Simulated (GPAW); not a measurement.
# Cr (Im-3m) in GPAW: further runs, part 2 of 2

GPAW 26.7.0. The steps go on from the part before.

## Step 3: Single point, PBE, collinear spin, ferromagnetic start

run.py

```python
from ase.dft.bandgap import bandgap
from ase.io import read, write
from ase.units import GPa
from gpaw import GPAW, PW

atoms = read('Cr.xyz')
atoms.set_initial_magnetic_moments([3.0])

calc = GPAW(mode=PW(600),
            xc='PBE',
            kpts={'size': (12, 12, 12), 'gamma': True},
            occupations={'name': 'methfessel-paxton', 'order': 0, 'width': 0.026000000000000002},
            nbands=11,
            convergence={'density': 1e-05, 'energy': 1e-05},
            maxiter=150,
            txt='gpaw.txt')
atoms.calc = calc
energy = atoms.get_potential_energy()
forces = atoms.get_forces()
stress = atoms.get_stress()
calc.write('gs.gpw')
write('result.traj', atoms)
print(f'Energy: {energy:.6f} eV')
print('Forces (eV/A):')
print(forces.round(4))
print('Stress (GPa):', (stress / GPa).round(3))
print('Moments:', calc.get_magnetic_moments().round(3))
print('Fermi level:', round(calc.get_fermi_level(), 4), 'eV')
print(f'Gap: {bandgap(calc)[0]:.4f} eV, direct: {bandgap(calc, direct=True)[0]:.4f} eV')
```

Cr.xyz

```xyz
1
Lattice="-1.4844496776 1.4844496776 1.4844496776 1.4844496776 -1.4844496776 1.4844496776 1.4844496776 1.4844496776 -1.4844496776" Properties=species:S:1:pos:R:3 pbc="T T T"
Cr     0.0000000000      0.0000000000      0.0000000000
```

Potentials or basis: GPAW PAW data sets (gpaw-data 1.2.1), pw.

On the command line:

```sh
> OMP_NUM_THREADS=1 python run.py
```

Run time: 24 s. Hardware: 1 thread of Intel Xeon Platinum 8259CL at 2.50GHz (Skylake/Cascade Lake), shared host; peak memory 0.14 GiB.

It converged, with:

```
Free energy            : -9.2514 eV
Pressure               : -25.5 GPa
Band gap on the k mesh : none (metal or under the smearing width)
Net moment             : 0.00 μB per cell
```

Levels at points of the mesh, in eV from the Fermi level:
Spin up:
```
           k point  band 1  band 2  band 3  band 4  band 5  band 6  band 7
(0.00, 0.00, 0.00)   -7.32   -0.76   -0.76   -0.76    0.95    0.95   10.01
(0.50, 0.50, 0.00)   -3.78   -2.03    0.92    0.93    1.21    2.33    8.52
(0.50, 0.50, 0.50)   -3.55   -3.55    2.01    2.01    2.01    8.92    8.92
```
Spin down:
| k point | band 1 | band 2 | band 3 | band 4 | band 5 | band 6 | band 7 |
| --- | --- | --- | --- | --- | --- | --- | --- |
| (0.00, 0.00, 0.00) | -7.32 | -0.76 | -0.76 | -0.76 | 0.95 | 0.95 | 10.01 |
| (0.50, 0.50, 0.00) | -3.78 | -2.03 | 0.92 | 0.93 | 1.21 | 2.33 | 8.52 |
| (0.50, 0.50, 0.50) | -3.55 | -3.55 | 2.01 | 2.01 | 2.01 | 8.92 | 8.92 |

Caveat: the starting moments collapsed, and a magnetic state may lie lower; so large a pressure means that the cell lies far from this level's equilibrium, or that cutoff or potentials fall short.

## Step 4: Relaxation of cell and atoms, PBE+D3(BJ), collinear spin, ferromagnetic start

run.py

```python
from ase.calculators.mixing import SumCalculator
from ase.filters import FrechetCellFilter
from ase.io import read, write
from ase.optimize import BFGS
from dftd3.ase import DFTD3
from gpaw import GPAW, PW

atoms = read('POSCAR')
atoms.set_initial_magnetic_moments([3.0])

calc = GPAW(mode=PW(600),
            xc='PBE',
            kpts={'size': (12, 12, 12), 'gamma': True},
            occupations={'name': 'fermi-dirac', 'width': 0.05},
            nbands=11,
            convergence={'density': 1e-05, 'forces': 0.0001},
            maxiter=150,
            txt='gpaw.txt')
atoms.calc = SumCalculator([calc, DFTD3(method='pbe', damping='d3bj')])
opt = BFGS(FrechetCellFilter(atoms), trajectory='relax.traj', logfile='-')
done = opt.run(fmax=0.05, steps=60)
calc.write('gs.gpw')
write('result.traj', atoms)
print('Converged:', done)
print('Cell:', atoms.cell.cellpar().round(4))
print('Volume:', round(atoms.get_volume(), 4))
print(atoms.get_scaled_positions().round(5))
```

POSCAR

```
Cr
1.0
   -1.4844496776      1.4844496776      1.4844496776
    1.4844496776     -1.4844496776      1.4844496776
    1.4844496776      1.4844496776     -1.4844496776
Cr
1
Direct
    0.0000000000      0.0000000000      0.0000000000
```

On the command line:

```sh
> OMP_NUM_THREADS=1 python run.py
```

It took 87 s on 1 thread of Intel Xeon Platinum 8259CL at 2.50GHz (Skylake/Cascade Lake), shared host; peak memory 0.18 GiB.

The run converged. Its results:

| Item | Value |
| --- | --- |
| Free energy | -9.8963 eV |
| Relaxed volume | 11.17 Å³/atom |
| Relaxed cell | a = 2.439 Å, b = 2.439 Å, c = 2.439 Å, α = 109.47°, β = 109.47°, γ = 109.47° |
| Space group after relaxing (to 0.05 Å) | Im-3m (No. 229) |
| Energy gained by relaxing | 209.2 meV/atom |
| Ionic steps | 4 |
| Pressure after relaxing | -0.2 GPa |
| Band gap on the k mesh | none (metal or under the smearing width) |
| Net moment | 0.00 μB per cell |
| Dispersion energy per atom | -0.513 eV |

The path:
| step | energy change (eV) | largest force (eV/Å) | pressure (GPa) | volume (Å³) |
| --- | --- | --- | --- | --- |
| 1 | 0.0000 | 0.0000 | -31.00 | 13.08 |
| 2 | -0.1872 | 0.0000 | -12.51 | 11.74 |
| 3 | -0.2077 | 0.0000 | 3.03 | 11.04 |
| 4 | -0.2092 | 0.0000 | -0.18 | 11.17 |

Final structure:
```yaml
crystal:
  lattice:
    - [-1.40800, 1.40800, 1.40800]
    - [1.40800, -1.40800, 1.40800]
    - [1.40800, 1.40800, -1.40800]
  atoms:
    - { symbol: Cr, position: [0.00000, 0.00000, 0.00000] }
```

Levels at points of the mesh, in eV from the Fermi level:
Spin up:
```
           k point  band 1  band 2  band 3  band 4  band 5  band 6  band 7
(0.00, 0.00, 0.00)   -7.91   -0.93   -0.93   -0.93    1.17    1.17   10.04
(0.50, 0.50, 0.00)   -4.52   -2.52    1.18    1.27    1.52    2.96    9.98
(0.50, 0.50, 0.50)   -4.45   -4.45    2.55    2.55    2.55    9.48    9.48
```
Spin down:
```csv
k point,band 1,band 2,band 3,band 4,band 5,band 6,band 7
"(0.00, 0.00, 0.00)",-7.91,-0.93,-0.93,-0.93,1.17,1.17,10.04
"(0.50, 0.50, 0.00)",-4.52,-2.52,1.18,1.27,1.52,2.96,9.98
"(0.50, 0.50, 0.50)",-4.45,-4.45,2.55,2.55,2.55,9.48,9.48
```

Caveat: each step starts from the last one's moments, so a moment once lost doesn't come back; the starting moments collapsed, and a magnetic state may lie lower; later steps reuse the first step's grids; pairwise dispersion overbinds metals, which lowers pressure and volume.

## Step 5: Relaxation of cell and atoms, PBE+D4, collinear spin, ferromagnetic start

Edit run.py of step 4 so:

```diff
@@ -3,4 +3,4 @@
 from ase.io import read, write
-from ase.optimize import BFGS
-from dftd3.ase import DFTD3
+from ase.optimize import LBFGS
+from dftd4.ase import DFTD4
 from gpaw import GPAW, PW
@@ -18,5 +18,5 @@
             txt='gpaw.txt')
-atoms.calc = SumCalculator([calc, DFTD3(method='pbe', damping='d3bj')])
-opt = BFGS(FrechetCellFilter(atoms), trajectory='relax.traj', logfile='-')
-done = opt.run(fmax=0.05, steps=60)
+atoms.calc = SumCalculator([calc, DFTD4(method='pbe')])
+opt = LBFGS(FrechetCellFilter(atoms), trajectory='relax.traj', logfile='-')
+done = opt.run(fmax=0.02, steps=100)
 calc.write('gs.gpw')
```

POSCAR is that of step 4.

Potentials or basis: GPAW PAW data sets (gpaw-data 1.2.1), pw.

On the command line:

```sh
> OMP_NUM_THREADS=1 python run.py
```

gpaw.txt:

```text
__  _  _
 | _ |_)|_||  |
 |__||  | ||/\| - 26.7.0

Input parameters:
  mode=PW(ecut=600.0),
  convergence={'density': 1e-05, 'forces': 0.0001},
  kpts=MonkhorstPack(size=(12, 12, 12), gamma=True),
  maxiter=150,
  nbands=11,
  occupations=Occupations(name='fermi-dirac', width=0.05),
  xc=XC(name='PBE')

Diagonalizing LCAO Hamiltonian
Converting LCAO to pw mode

       Cr

Atoms  # Å, Bohr magnetons
|   | symbol |        x |        y |        z |    initial magnetic moments |
|---|--------|----------|----------|----------|-----------------------------|
| 0 |     Cr | 0.000000 | 0.000000 | 0.000000 | ( 0.0000,  0.0000,  3.0000) |

Unit cell  # Å
| periodic |         x |         y |         z |  lengths |     angles |
|----------|-----------|-----------|-----------|----------|------------|
|      yes | -1.484450 |  1.484450 |  1.484450 | 2.571142 | 109.471221 |
|      yes |  1.484450 | -1.484450 |  1.484450 | 2.571142 | 109.471221 |
|      yes |  1.484450 |  1.484450 | -1.484450 | 2.571142 | 109.471221 |
[... 198 lines left out ...]
Total magnetic moment: (0.000000, 0.000000, -0.000000)

Local magnetic moments
|        x |        y |        z |
|----------|----------|----------|
| 0.000000 | 0.000000 | 0.000001 |  # Cr   0

Fermi level: 9.512
Eigenvalues  # (at kpt = [-0.000, -0.000, -0.000])
[... 514 lines left out ...]
| -0.056900 | -0.000000 | -0.000000 |
| -0.000000 | -0.056900 | -0.000000 |
| -0.000000 | -0.000000 | -0.056900 |

Forces  # eV/Ang
|        x |        y |       z |
|----------|----------|---------|
| -0.00000 | -0.00000 | 0.00000 |  # Cr   0

Interpolating wave functions to new cell

       Cr

Atoms  # Å, Bohr magnetons
|   | symbol |        x |         y |        z |    initial magnetic moments |
|---|--------|----------|-----------|----------|-----------------------------|
| 0 |     Cr | 0.000000 | -0.000000 | 0.000000 | ( 0.0000,  0.0000, -0.0000) |

Unit cell  # Å
| periodic |         x |         y |         z |  lengths |     angles |
|----------|-----------|-----------|-----------|----------|------------|
|      yes | -1.410336 |  1.410336 |  1.410336 | 2.442774 | 109.471221 |
|      yes |  1.410336 | -1.410336 |  1.410336 | 2.442774 | 109.471221 |
|      yes |  1.410336 |  1.410336 | -1.410336 | 2.442774 | 109.471221 |
[... 193 lines left out ...]
Total magnetic moment: (0.000000, 0.000000, 0.000000)

Local magnetic moments
|        x |        y |        z |
|----------|----------|----------|
| 0.000000 | 0.000000 | 0.000000 |  # Cr   0

Fermi level: 11.708
Eigenvalues  # (at kpt = [-0.000, -0.000, -0.000])
| band index |      eig [eV] | occ [0-1] |      eig [eV] | occ [0-1] |
|------------|---------------|-----------|---------------|-----------|
|          0 |         3.817 |     1.000 |         3.817 |     1.000 |
|          1 |        10.782 |     1.000 |        10.782 |     1.000 |
|          2 |        10.782 |     1.000 |        10.782 |     1.000 |
|          3 |        10.782 |     1.000 |        10.782 |     1.000 |
|          4 |        12.867 |     0.000 |        12.867 |     0.000 |
|          5 |        12.867 |     0.000 |        12.867 |     0.000 |
|          6 |        21.750 |     0.000 |        21.750 |     0.000 |
|          7 |        21.750 |     0.000 |        21.750 |     0.000 |
|          8 |        21.750 |     0.000 |        21.750 |     0.000 |
|          9 |        29.761 |     0.000 |        29.761 |     0.000 |
|         10 |        35.111 |     0.000 |        35.111 |     0.000 |
[... 4 lines left out ...]
Stress tensor  # eV/Ang^3
|         x |         y |         z |
|-----------|-----------|-----------|
| -0.037617 | -0.000000 |  0.000000 |
| -0.000000 | -0.037617 |  0.000000 |
|  0.000000 |  0.000000 | -0.037617 |

Forces  # eV/Ang
|       x |       y |       z |
|---------|---------|---------|
| 0.00000 | 0.00000 | 0.00000 |  # Cr   0

# Writing to gs.gpw (mode='')
```

Run time: 74 s. Hardware: 1 thread of Intel Xeon Platinum 8259CL at 2.50GHz (Skylake/Cascade Lake), shared host; peak memory 0.18 GiB.

Results:

- Free energy: -9.8473 eV
- Relaxed volume: 11.22 Å³/atom
- Relaxed cell: a = 2.443 Å, b = 2.443 Å, c = 2.443 Å, α = 109.47°, β = 109.47°, γ = 109.47°
- Space group after relaxing (to 0.05 Å): Im-3m (No. 229)
- Energy gained by relaxing: 196.3 meV/atom
- Ionic steps: 4
- Pressure after relaxing: -0.2 GPa
- Band gap on the k mesh: none (metal or under the smearing width)
- Net moment: 0.00 μB per cell
- Dispersion energy per atom: -0.461 eV

Step by step:
| step | energy change (eV) | largest force (eV/Å) | pressure (GPa) | volume (Å³) |
| --- | --- | --- | --- | --- |
| 1 | 0.0000 | 0.0000 | -30.12 | 13.08 |
| 2 | -0.1761 | 0.0000 | -11.99 | 11.78 |
| 3 | -0.1949 | 0.0000 | 2.81 | 11.10 |
| 4 | -0.1963 | 0.0000 | -0.16 | 11.22 |

Final structure:
```
Cr
1.0
    -1.41034    1.41034    1.41034
     1.41034   -1.41034    1.41034
     1.41034    1.41034   -1.41034
Cr
1
Direct
  0.00000 0.00000 0.00000
```

Caveat: each step starts from the last one's moments, so a moment once lost doesn't come back; the starting moments collapsed, and a magnetic state may lie lower; later steps reuse the first step's grids; pairwise dispersion overbinds metals, which lowers pressure and volume.
